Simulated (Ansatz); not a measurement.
CoO: converged, but where?

We look at CoO: an unrelaxed test cell, picked because its SCF is hard, with 2 atoms per cell.

Method: DFT, PBE+U, PAW (an earlier, harder data set), plane waves, scalar-relativistic in Ansatz development build ahead of 0.2.0.

```yaml
crystal:
  lattice:
    - [0, 2.13, 2.13]
    - [2.13, 0, 2.13]
    - [2.13, 2.13, 0]
  atoms:
    - { symbol: Co, position: [0, 0, 0], spin: 3 }
    - { symbol: O, position: [0.484465, 0.49968, 0.493327] }
kpoints:
  mp_grid: { kspacing: 0.3, shift: [0, 0, 0] }
hamiltonian:
  xc: pbe
  dispersion: none
  hubbard:
    occupation_matrices:
      s0up:
        matrix:
          - [0.996652205905, 3.1310217e-05, 3.1310217e-05, 0.0, 6.2620434e-05]
          - [3.1310217e-05, 0.998796614468, 0.00034314187, 5.4230887e-05, -0.00034314187]
          - [3.1310217e-05, 0.00034314187, 0.998796614468, -5.4230887e-05, -0.00034314187]
          - [0.0, 5.4230887e-05, -5.4230887e-05, 0.996652205905, 0.0]
          - [6.2620434e-05, -0.00034314187, -0.00034314187, 0.0, 0.998796614468]
      s0down:
        matrix:
          - [0.159709214843, -0.06874883781, -0.06874883781, 0.0, -0.13749767562]
          - [-0.06874883781, 0.653554202714, -0.303287934973, -0.119076480048, 0.303287934973]
          - [-0.06874883781, -0.303287934973, 0.653554202714, 0.119076480048, 0.303287934973]
          - [0.0, -0.119076480048, 0.119076480048, 0.159709214843, 0.0]
          - [-0.13749767562, 0.303287934973, 0.303287934973, 0.0, 0.653554202714]
    sites:
      - { site: 0, l: d, shell: 3, u_eff: 4, starting_ns: [{ spin: up, occupation_matrix: s0up }, { spin: down, occupation_matrix: s0down }] }
    ns_hold: until_converged
  pseudopotentials: { kind: paw }
magnetization:
  spin_polarized: true
scf:
  occupations: { method: fermi_dirac, width: 0.1 }
```

Settings in force: cutoff 930 eV, smearing width 0.1 eV; occupation matrices typed (Co1 up full, Co1 down 2.28 in mixed orbitals), occupations held until converged, default search for lower states.

The run converged after 16 iterations in all: spin-polarised, site moments Co1 2.60, O2 0.21 μB, total 3.00 μB per cell.

A static U favours moments and orbital order; the result depends on U and need not be the measured state. With one magnetic atom in the cell its copies can only be parallel; orders in a larger cell may lie lower.

Site moments are taken inside atomic spheres and don't add up to the total.

Eigenvalues of the Hubbard occupation matrices: Co1 up 1.00 1.00 1.00 1.00 1.00, down 0.05 0.13 0.13 0.99 0.99.

Q: Would you trust this as the ground state? If a lower solution is known, describe it.

A: As far as the runs go, yes: it is the lowest of 2 states reached by 3 converged runs, and the next lies 0.8 meV/atom higher (spin-polarised, site moments Co1 2.60, O2 0.21 μB, total 3.00 μB per cell (the moments match the lowest state's, so the two differ in another way, such as which orbitals are filled)). That doesn't prove a ground state. States within about 5 meV/atom are too close for this mesh, smearing and search to settle their order. Only collinear orders within this cell were tried; the true ground state may need a larger cell. No run without spin polarisation was made.
